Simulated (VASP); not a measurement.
# FePt, density of states: which settings are enough?

FePt, P4/mmm (no. 123), 2 atoms in the cell. LDA, DFT+U; PAW potentials Pt, Fe (LDA set). VASP 6.6.1.

Wanted: density of states by 0.5 eV bins within 8 %; centre of the states within 12 eV below the valence top within 0.03 eV; states at the Fermi level within 8 %.

What the run is for: density of states; Accuracy asked: standard; k mesh of the density: 11 × 11 × 8.

POSCAR:
```
FePt
1.0
    2.7235000000      0.0000000000      0.0000000000
    0.0000000000      2.7235000000      0.0000000000
    0.0000000000      0.0000000000      3.7200000000
Pt Fe
1 1
Direct
    0.5000000000      0.5000000000      0.5000000000
    0.0000000000      0.0000000000      0.0000000000
```

The series start from Plane-wave cutoff (eV): 310; k-point mesh: 13 × 13 × 10; Energy points (NEDOS): 2001; Occupations for the DOS: ISMEAR=-5; Electronic threshold (eV): 1e-6; Precision mode (PREC): Accurate. Each series keeps the choices made before it, and each single choice may use up half of a tolerance. Times cover all steps of a run.

## Plane-wave cutoff (eV)

| Plane-wave cutoff (eV) | Density of states by 0.5 eV bins, largest deviation against the largest value | Centre of the states within 12 eV below the valence top (eV) | States at the Fermi level (states/eV/atom) | Time (s) |
|---|---|---|---|---|
| 220 | 2.9 % | -4.339 | 0.5114 | 27 |
| 270 | 1.9 % | -4.327 | 0.5032 | 34 |
| 310 | 1.4 % | -4.334 | 0.5033 | 33 |
| 350 | 0.67 % | -4.340 | 0.5032 | 50 |
| 430 | 0.63 % | -4.343 | 0.5032 | 49 |
| 540 (reference) | 0 % | -4.345 | 0.5033 | 54 |

Chosen: 310, the loosest value from which every tighter one stays within half of the tolerance.

## k-point mesh

| k-point mesh | Density of states by 0.5 eV bins, largest deviation against the largest value | Centre of the states within 12 eV below the valence top (eV) | States at the Fermi level (states/eV/atom) | Time (s) |
|---|---|---|---|---|
| 6 × 6 × 4 | 13 % | -4.385 | 0.452 | 17 |
| 7 × 7 × 5 | 16 % | -4.304 | 0.526 | 17 |
| 9 × 9 × 7 | 11 % | -4.296 | 0.5156 | 20 |
| 11 × 11 × 8 | 5 % | -4.333 | 0.4966 | 22 |
| 13 × 13 × 10 | 4.2 % | -4.334 | 0.5033 | 33 |
| 16 × 16 × 12 | 2.5 % | -4.334 | 0.4604 | 32 |
| 20 × 20 × 15 | 1.4 % | -4.340 | 0.4733 | 44 |
| 24 × 24 × 17 | 0.71 % | -4.344 | 0.4785 | 60 |
| 29 × 29 × 22 (reference) | 0 % | -4.346 | 0.471 | 99 |

Chosen: 16 × 16 × 12.

## Energy points (NEDOS)

| Energy points (NEDOS) | Density of states by 0.5 eV bins, largest deviation against the largest value | Centre of the states within 12 eV below the valence top (eV) | States at the Fermi level (states/eV/atom) | Time (s) |
|---|---|---|---|---|
| 301 | 4.1 % | -4.346 | 0.4626 | 31 |
| 501 | 0.94 % | -4.335 | 0.4539 | 30 |
| 1001 | 0.2 % | -4.334 | 0.4578 | 30 |
| 2001 | 0.077 % | -4.334 | 0.4604 | 32 |
| 4001 (reference) | 0 % | -4.333 | 0.4592 | 33 |

Chosen: 501.

## Occupations for the DOS

| Occupations for the DOS | Density of states by 0.5 eV bins, largest deviation against the largest value | Centre of the states within 12 eV below the valence top (eV) | States at the Fermi level (states/eV/atom) | Time (s) |
|---|---|---|---|---|
| ISMEAR=-5 | 0 % | -4.335 | 0.4539 | 30 |
| ISMEAR=-4 | 0 % | -4.335 | 0.4539 | 31 |
| ISMEAR=0 SIGMA=0.05 | 2.9 % | -4.323 | 0.5145 | 29 |
| ISMEAR=0 SIGMA=0.1 | 2.4 % | -4.327 | 0.5174 | 27 |
| ISMEAR=-15 SIGMA=0.025 | 0.053 % | -4.336 | 0.4539 | 32 |
| ISMEAR=1 SIGMA=0.1 | 2.8 % | -4.324 | 0.5239 | 28 |

Chosen: ISMEAR=-5; no other choice that stays within half of the tolerance saves 30 % of the time.

## Electronic threshold (eV)

| Electronic threshold (eV) | Density of states by 0.5 eV bins, largest deviation against the largest value | Centre of the states within 12 eV below the valence top (eV) | States at the Fermi level (states/eV/atom) | Time (s) |
|---|---|---|---|---|
| 0.001 | 1.2 % | -4.336 | 0.4528 | 30 |
| 0.0001 | 0.23 % | -4.335 | 0.4542 | 48 |
| 1e-5 | 0.0059 % | -4.335 | 0.4539 | 48 |
| 1e-6 (reference) | 0 % | -4.335 | 0.4539 | 30 |

Chosen: 0.001.

## Precision mode (PREC)

| Precision mode (PREC) | Density of states by 0.5 eV bins, largest deviation against the largest value | Centre of the states within 12 eV below the valence top (eV) | States at the Fermi level (states/eV/atom) | Time (s) |
|---|---|---|---|---|
| Normal | 0.012 % | -4.336 | 0.4528 | 39 |
| Accurate (reference) | 0 % | -4.336 | 0.4528 | 30 |

Chosen: Normal.

## All choices together

| Input | Density of states by 0.5 eV bins, largest deviation against the largest value | Centre of the states within 12 eV below the valence top (eV) | States at the Fermi level (states/eV/atom) | Time (s) |
|---|---|---|---|---|
| defaults for smearing, thresholds and mesh (naive) | 38 % | -4.320 | 0.8233 | 25 |
| chosen settings | 5.1 % | -4.336 | 0.4528 | 39 |
| reference settings throughout | 0 % | -4.356 | 0.4691 | 329 |

The tolerance is met.

## The input

INCAR.step1:
```
GGA = CA
ISPIN = 2
MAGMOM = 0 3
LORBIT = 11
LDAU = True
LDAUTYPE = 2
LDAUL = 2 2
LDAUU = 5 5
LDAUJ = 0 0
ISMEAR = 1
SIGMA = 0.1
LWAVE = False
LCHARG = True
NBANDS = 31
PREC = Normal
LASPH = True
LREAL = False
ALGO = Normal
EDIFF = 0.001
NELM = 200
GGA_COMPAT = False
ENCUT = 310
LMAXMIX = 4
KPAR = 4
```

INCAR.step2, as INCAR.step1 but for:
```
- ISMEAR = 1
- SIGMA = 0.1
- LCHARG = True
+ ISMEAR = -5
+ LCHARG = False
+ NEDOS = 501
+ EMIN = -8.6548
+ EMAX = 16.3452
+ ICHARG = 11
```

KPOINTS.step1:
```
k-points
0
Gamma
  11 11 8
```

KPOINTS.step2:
```
Automatic mesh
0
Gamma
  16 16 12
  0 0 0
```

Commands (each step's output is kept before the next begins):
```
cat potpaw_LDA.64/Pt/POTCAR potpaw_LDA.64/Fe/POTCAR > POTCAR
cp INCAR.step1 INCAR
cp KPOINTS.step1 KPOINTS
mpirun -np 4 vasp_std > vasp.out
cp INCAR.step2 INCAR
cp KPOINTS.step2 KPOINTS
mpirun -np 4 vasp_std > vasp.out
```

The chosen input took VASP 6.6.1 39 s on 4 cores (Intel Xeon Platinum 8488C (Sapphire Rapids)), a shared host.
